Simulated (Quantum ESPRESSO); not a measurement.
# TaN (Fm-3m) in Quantum ESPRESSO: notebook, part 2 of 4

Quantum ESPRESSO 7.5. The steps go on from the part before.

## Step 3: Phonons, PBE+D2

Input file pw.in:

```
&CONTROL
  calculation = 'scf'
  prefix = 'pwscf'
  outdir = './tmp'
  pseudo_dir = './pseudo'
  tprnfor = .true.
  tstress = .true.
  disk_io = 'low'
/
&SYSTEM
  ibrav = 0
  nat = 2
  ntyp = 2
  ecutwfc = 52
  ecutrho = 312
  nbnd = 15
  occupations = 'smearing'
  smearing = 'mv'
  degauss = 0.01469973
  vdw_corr = 'grimme-d2'
/
&ELECTRONS
  conv_thr = 4d-10
  electron_maxstep = 120
  mixing_beta = 0.5
/
ATOMIC_SPECIES
Ta   180.9479 Ta.GGA_PBE-JTH.UPF
N     14.0070 N.GGA_PBE-JTH.UPF
CELL_PARAMETERS angstrom
   0.0000000000    2.2113230000    2.2113230000
   2.2113230000    0.0000000000    2.2113230000
   2.2113230000    2.2113230000    0.0000000000
ATOMIC_POSITIONS crystal
Ta     0.5000000000    0.5000000000    0.5000000000
N      0.0000000000    0.0000000000    0.0000000000
K_POINTS automatic
10 10 10 0 0 0
```

Input file relax.in:

```
&CONTROL
  calculation = 'vc-relax'
  prefix = 'pwscf'
  outdir = './tmp'
  pseudo_dir = './pseudo'
  tprnfor = .true.
  tstress = .true.
  disk_io = 'low'
  nstep = 40
  forc_conv_thr = 0.0001
  etot_conv_thr = 1d-06
/
&SYSTEM
  ibrav = 0
  nat = 2
  ntyp = 2
  ecutwfc = 52
  ecutrho = 312
  nbnd = 15
  occupations = 'smearing'
  smearing = 'mv'
  degauss = 0.01469973
  vdw_corr = 'grimme-d2'
/
&ELECTRONS
  conv_thr = 4d-10
  electron_maxstep = 120
  mixing_beta = 0.5
/
&IONS
  ion_dynamics = 'bfgs'
/
&CELL
  cell_dynamics = 'bfgs'
  press = 0
  press_conv_thr = 0.2
/
ATOMIC_SPECIES
Ta   180.9479 Ta.GGA_PBE-JTH.UPF
N     14.0070 N.GGA_PBE-JTH.UPF
CELL_PARAMETERS angstrom
   0.0000000000    2.2113230000    2.2113230000
   2.2113230000    0.0000000000    2.2113230000
   2.2113230000    2.2113230000    0.0000000000
ATOMIC_POSITIONS crystal
Ta     0.5000000000    0.5000000000    0.5000000000
N      0.0000000000    0.0000000000    0.0000000000
K_POINTS automatic
10 10 10 0 0 0
```

Input file scf2.in:

```
&CONTROL
  calculation = 'scf'
  prefix = 'pwscf'
  outdir = './tmp'
  pseudo_dir = './pseudo'
  tprnfor = .true.
  tstress = .true.
  disk_io = 'low'
/
&SYSTEM
  ibrav = 0
  nat = 2
  ntyp = 2
  ecutwfc = 52
  ecutrho = 312
  nbnd = 15
  occupations = 'smearing'
  smearing = 'mv'
  degauss = 0.01469973
  vdw_corr = 'grimme-d2'
/
&ELECTRONS
  conv_thr = 1d-13
  electron_maxstep = 120
  mixing_beta = 0.5
  startingpot = 'file'
  startingwfc = 'file'
/
ATOMIC_SPECIES
Ta   180.9479 Ta.GGA_PBE-JTH.UPF
N     14.0070 N.GGA_PBE-JTH.UPF
CELL_PARAMETERS angstrom
   0.0000000000    2.1818081794    2.1818081794
   2.1818081794    0.0000000000    2.1818081794
   2.1818081794    2.1818081794    0.0000000000
ATOMIC_POSITIONS crystal
Ta     0.5000000000    0.5000000000    0.5000000000
N      0.0000000000    0.0000000000    0.0000000000
K_POINTS automatic
10 10 10 0 0 0
```

Input file ph.in:

```
phonons of TaN
&INPUTPH
  prefix = 'pwscf'
  outdir = './tmp'
  tr2_ph = 1d-18
  fildyn = 'dyn'
  niter_ph = 90
  alpha_mix(1) = 0.4
/
0.0000000000 0.0000000000 0.0000000000
```

Input file dynmat.in:

```
&INPUT
  fildyn = 'dyn'
  asr = 'crystal'
  filout = 'dynmat.disp'
  fileig = 'dynmat.eig'
/
```

Potentials or basis: JTH 2.0 PBE.

The run is started by

```bash
$ OMP_NUM_THREADS=1 pw.x -in pw.in > pw.out
$ OMP_NUM_THREADS=1 pw.x -in relax.in > relax.out
$ OMP_NUM_THREADS=1 pw.x -in scf2.in > scf2.out
$ OMP_NUM_THREADS=1 ph.x -in ph.in > ph.out
$ OMP_NUM_THREADS=1 dynmat.x -in dynmat.in > dynmat.out
```

pw.out:

```text
This program is part of the open-source Quantum ESPRESSO suite
     for quantum simulation of materials; please cite
         "P. Giannozzi et al., J. Phys.:Condens. Matter 21 395502 (2009);
         "P. Giannozzi et al., J. Phys.:Condens. Matter 29 465901 (2017);
         "P. Giannozzi et al., J. Chem. Phys. 152 154105 (2020);
     in publications or presentations arising from this work. More details at

     file Ta.GGA_PBE-JTH.UPF: wavefunction(s)  5S 6S 5P 6P 5D 0D renormalized
     file N.GGA_PBE-JTH.UPF: wavefunction(s)  0S 0P renormalized
     Message from routine setup:
     using ibrav=0 with symmetry is DISCOURAGED, use correct ibrav instead

     G-vector sticks info
     --------------------
     sticks:   dense  smooth     PW     G-vecs:    dense   smooth      PW
     Sum         745     499    163                13635     7391    1363

     Using Slab Decomposition

     bravais-lattice index     =            0
     lattice parameter (alat)  =       5.9097  a.u.
     unit-cell volume          =     145.9430 (a.u.)^3
     number of atoms/cell      =            2
     number of atomic types    =            2
     number of electrons       =        18.00
     number of Kohn-Sham states=           15
     kinetic-energy cutoff     =      52.0000  Ry
     charge density cutoff     =     312.0000  Ry
     scf convergence threshold =      4.0E-10
[... 123 lines left out ...]
     Starting wfcs are   26 randomized atomic wfcs

     Self-consistent Calculation

     iteration #  1     ecut=    52.00 Ry     beta= 0.50
     Davidson diagonalization with overlap
     ethr =  1.00E-02,  avg # of iterations =  2.9

     total energy              =    -755.41105419 Ry
     estimated scf accuracy    <       0.49757389 Ry
[... 71 lines left out ...]
     iteration # 12     ecut=    52.00 Ry     beta= 0.50
     Davidson diagonalization with overlap
     ethr =  3.01E-12,  avg # of iterations =  2.0

     End of self-consistent calculation

          k = 0.0000 0.0000 0.0000 (   941 PWs)   bands (ev):

   -48.5691 -14.7805 -14.7805 -14.7805   2.3273  17.2555  17.2555  17.2555
    18.9733  18.9733  18.9733  21.0898  21.0898  22.4071  30.3973

          k = 0.0707 0.0707-0.0707 (   917 PWs)   bands (ev):
[... 146 lines left out ...]
   -48.5008 -15.4600 -15.0469 -15.0469   3.5637  14.4205  15.6810  16.4339
    16.4339  23.0925  24.4859  24.4859  25.3914  27.6433  29.8407

          k = 0.2828 0.1414 0.0000 (   926 PWs)   bands (ev):

   -48.5412 -15.1367 -14.9041 -14.8317   3.5362  13.2917  15.1648  15.5386
    18.7594  21.4561  21.8317  22.4351  24.3905  27.1583  34.0030

          k = 0.3536 0.2121-0.0707 (   925 PWs)   bands (ev):
[... 71 lines left out ...]
   -48.5007 -15.3199 -15.1922 -15.0676   4.1278  13.9012  14.2869  14.4163
    19.7468  21.9424  24.4970  24.7581  25.5835  30.1880  31.8369

     the Fermi energy is    21.0576 ev

!    total energy              =    -755.60442429 Ry
     total all-electron energy =      -755.604424 Ry
     estimated scf accuracy    <          1.9E-10 Ry
     smearing contrib. (-TS)   =      -0.00001628 Ry
     internal energy E=F+TS    =    -755.60440801 Ry

     The total energy is F=E-TS. E is the sum of the following terms:
     one-electron contribution =      -2.31096586 Ry
     hartree contribution      =      16.24848128 Ry
     xc contribution           =     -33.07198674 Ry
     ewald contribution        =    -123.37630299 Ry
     Dispersion Correction     =      -0.12116969 Ry
     one-center paw contrib.   =    -612.97246402 Ry

     convergence has been achieved in  12 iterations

     Forces acting on atoms (cartesian axes, Ry/au):

     atom    1 type  1   force =     0.00000000   -0.00000000   -0.00000000
     atom    2 type  2   force =     0.00000000    0.00000000    0.00000000

     Total force =     0.000000     Total SCF correction =     0.000000

     Computing stress (Cartesian axis) and pressure

          total   stress  (Ry/bohr**3)                   (kbar)     P=     -114.05
  -0.00077528  -0.00000000   0.00000000         -114.05       -0.00        0.00
   0.00000000  -0.00077528  -0.00000000            0.00     -114.05       -0.00
  -0.00000000  -0.00000000  -0.00077528           -0.00       -0.00     -114.05

=------------------------------------------------------------------------------=
   JOB DONE.
=------------------------------------------------------------------------------=
```

relax.out:

```text
This program is part of the open-source Quantum ESPRESSO suite
     for quantum simulation of materials; please cite
         "P. Giannozzi et al., J. Phys.:Condens. Matter 21 395502 (2009);
         "P. Giannozzi et al., J. Phys.:Condens. Matter 29 465901 (2017);
         "P. Giannozzi et al., J. Chem. Phys. 152 154105 (2020);
[... 2469 lines left out ...]
  -0.00000000  -0.00000669   0.00000000           -0.00       -0.98        0.00
   0.00000000  -0.00000000  -0.00000669            0.00       -0.00       -0.98

=------------------------------------------------------------------------------=
   JOB DONE.
=------------------------------------------------------------------------------=
```

scf2.out:

```text
This program is part of the open-source Quantum ESPRESSO suite
     for quantum simulation of materials; please cite
         "P. Giannozzi et al., J. Phys.:Condens. Matter 21 395502 (2009);
         "P. Giannozzi et al., J. Phys.:Condens. Matter 29 465901 (2017);
         "P. Giannozzi et al., J. Chem. Phys. 152 154105 (2020);
[... 440 lines left out ...]
  -0.00000000  -0.00000668  -0.00000000           -0.00       -0.98       -0.00
  -0.00000000  -0.00000000  -0.00000668           -0.00       -0.00       -0.98

=------------------------------------------------------------------------------=
   JOB DONE.
=------------------------------------------------------------------------------=
```

Run time: 5.4 min. Hardware: 1 thread of Arm Neoverse V2, shared host; peak memory 0.12 GiB.

Results:

| Quantity | Value |
| --- | --- |
| Free energy | -10280.5528 eV |
| Relaxed volume | 10.39 Å³/atom |
| Relaxed cell | a = 3.086 Å, b = 3.086 Å, c = 3.086 Å, α = 60.00°, β = 60.00°, γ = 60.00° |
| Space group after relaxing (to 0.05 Å) | Fm-3m (No. 225) |
| Pressure after relaxing | -0.1 GPa |
| Band gap on the k mesh | none (metal or under the smearing width) |
| Highest phonon frequency at Γ | 416 cm⁻¹ |

The path:
| step | energy change (eV) | largest force (eV/Å) | pressure (GPa) | volume (Å³) |
| --- | --- | --- | --- | --- |
| 1 | 0.0000 | 0.0000 | -11.40 | 21.63 |
| 2 | -0.0246 | 0.0000 | 6.02 | 20.39 |
| 3 | -0.0315 | 0.0000 | -0.45 | 20.80 |
| 4 | -0.0316 | 0.0000 | -0.02 | 20.77 |
| 5 | -0.0316 | 0.0000 | 0.01 | 20.77 |

Final structure:
```xyz
2
Lattice="0.0000 2.1818 2.1818 2.1818 0.0000 2.1818 2.1818 2.1818 0.0000" Properties=species:S:1:pos:R:3 pbc="T T T"
Ta    2.1818    2.1818    2.1818
N     0.0000    0.0000    0.0000
```

Levels at points of the mesh, in eV from the Fermi level:
```csv
k point,band 7,band 8,band 9,band 10,band 11,band 12
"(0.00, 0.00, 0.00)",-3.92,-3.92,-2.20,-2.20,-2.20,0.04
"(0.00, 0.00, -0.50)",-7.77,-7.77,1.96,1.96,2.05,3.86
"(0.00, -0.50, -0.50)",-5.65,-4.72,-4.72,2.17,3.66,3.66
```

Phonon frequencies in cm⁻¹ (negative: imaginary):
| q point | frequencies |
| --- | --- |
| (0.000, 0.000, 0.000) | 4 4 4 416 416 416 |

Optical modes at Γ, degenerate ones joined:
```
cm⁻¹  components  symmetry  active in
 415           3       T1u         IR
```

Caveat: pairwise dispersion overbinds metals, which lowers pressure and volume. The run has no spin-orbit coupling, so splittings on Ta are missing.

[end of part 2 of 4]
